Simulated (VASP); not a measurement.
Input of a VASP 6.6.1 run:

Contents of INCAR:

```
ALGO     = Normal         # electronic algorithm
EDIFF    = 1E-6           # SCF threshold, eV
EDIFFG   = -0.005         # ionic threshold
ENCUT    = 520            # plane-wave cutoff, eV
IBRION   = 2              # ionic algorithm
ISIF     = 2              # what is computed and relaxed
ISMEAR   = 1              # smearing method
KPAR     = 8            
LASPH    = True           # aspherical terms in the spheres
LCHARG   = False          # write CHGCAR
LREAL    = False          # projectors in reciprocal space
LWAVE    = False          # write WAVECAR
NELM     = 80             # most SCF steps
NSW      = 60             # ionic steps
PREC     = Accurate       # precision mode
SIGMA    = 0.2            # smearing width, eV
```

Contents of KPOINTS:

```
k-points
0
Gamma
  18 18 1
```

File POSCAR:

```
Cu
1.0
    2.4911371901      0.0000000000      0.0000000000
    0.0000000000      2.4911371901      0.0000000000
    0.0000000000      0.0000000000     29.0920000000
Cu
9
Direct
    0.0000000000      0.0000000000      0.2578028324
    0.5000000000      0.5000000000      0.3183521243
    0.0000000000      0.0000000000      0.3789014162
    0.5000000000      0.5000000000      0.4394507081
    0.0000000000      0.0000000000      0.5000000000
    0.5000000000      0.5000000000      0.5605492919
    0.0000000000      0.0000000000      0.6210985838
    0.5000000000      0.5000000000      0.6816478757
    0.0000000000      0.0000000000      0.7421971676
```

Potentials or basis: VASP PAW LDA potentials, release 64 (Cu).

Command:

```console
$ cat potpaw_LDA.64/Cu/POTCAR > POTCAR
$ mpirun -np 8 vasp_std > vasp.out
```

Q: What does it give for the band gap on the k mesh?

A: None (metal or under the smearing width).

Q: Estimate the energy gained by relaxing.

A: 1.4 meV/atom.

The path:
| step | energy change (eV) | largest force (eV/Å) | pressure (GPa) |
| --- | --- | --- | --- |
| 1 | 0.0000 | 0.2586 | -1.46 |
| 2 | -0.0087 | 0.1342 | -1.38 |
| 3 | -0.0111 | 0.0808 | -1.24 |
| 4 | -0.0119 | 0.0377 | -1.17 |
| 5 | -0.0123 | 0.0402 | -1.11 |
| 6 | -0.0125 | 0.0158 | -1.08 |
| 7 | -0.0125 | 0.0085 | -1.08 |
| 8 | -0.0125 | 0.0219 | -1.06 |
| 9 | -0.0126 | 0.0085 | -1.05 |
| 10 | -0.0126 | 0.0080 | -1.05 |
| 11 | -0.0126 | 0.0086 | -1.04 |
| 12 | -0.0126 | 0.0057 | -1.03 |
| 13 | -0.0126 | 0.0075 | -1.02 |
| 14 | -0.0127 | 0.0171 | -0.99 |
| 15 | -0.0127 | 0.0171 | -0.98 |
| 16 | -0.0127 | 0.0134 | -0.96 |
| 17 | -0.0127 | 0.0090 | -0.96 |
| 18 | -0.0127 | 0.0039 | -0.92 |
